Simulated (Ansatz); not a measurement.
Consider the ligand exchange at the Si–O bond: `N=C(N)O[SiH3]` + `C=C(O)F` → `C=C(F)O[SiH3]` + `N=C(N)O`.

Gas-phase electronic energies from Ansatz, PBE0-D4/def2-TZVP geometries. CBS: MP2 limit from def2 TZ/QZ plus the TZ coupled-cluster correction, frozen cores. One conformer a species, not always the lowest.

`N=C(N)O[SiH3]`:

Cartesian coordinates in Å:
```
N -1.609 0.088 0.349
C -0.684 -0.485 -0.303
N -0.932 -1.530 -1.140
O 0.647 -0.217 -0.273
Si 1.338 0.939 0.704
H -1.275 0.809 0.977
H -0.247 -1.723 -1.848
H -1.897 -1.665 -1.385
H 0.792 2.283 0.388
H 1.085 0.630 2.134
H 2.782 0.871 0.395
```

`C=C(O)F`:

```xyz
7

C     0.146    0.189   -1.038
C     0.033   -0.154    0.232
O    -0.609    0.530    1.181
F     0.577   -1.276    0.716
H     0.691   -0.447   -1.717
H    -0.308    1.103   -1.387
H    -0.529    0.054    2.014
```

`C=C(F)O[SiH3]`:

Z-matrix (Å, degrees):
```
Si
O 1 1.672
H 1 1.478 2 103.5
H 1 1.482 2 110.5 3 -118.8
H 1 1.482 2 110.6 3 118.8
C 2 1.324 1 126.6 3 180.0
F 6 1.343 2 112.0 1 0.1
C 6 1.321 2 126.7 1 -179.9
H 8 1.078 6 119.9 2 -180.0
H 8 1.079 6 119.6 2 0.0
```

`N=C(N)O`:

```xyz
8

N     1.092   -0.789    0.264
C     0.120   -0.025   -0.020
N    -0.649    0.561    0.940
O    -0.305    0.369   -1.249
H     1.610   -1.088   -0.555
H    -0.543    0.174    1.861
H    -1.573    0.850    0.672
H     0.247   -0.053   -1.913
```

| level | ΔE (kcal/mol) |
| --- | --- |
| HF/def2-TZVPP | -2.1 |
| HF/def2-QZVPP | -2.0 |

**Question.** What does CCSD(T)/CBS give? (Estimate.)

**Answer.** Computed: -1.0 kcal/mol. The listed levels differ from it by -1.1, -1.0 kcal/mol.

Largest T1 diagnostic among the species: 0.013.

In def2-TZVPP, CCSD(T) changes the Hartree–Fock value by +0.9 kcal/mol (the triples alone add +0.2 kcal/mol) and MP2 by +0.8 kcal/mol.

CCSD(T)/CBS has its own doubt, a few kJ/mol and more with outer-core shells, so smaller differences from it don't rank the levels.
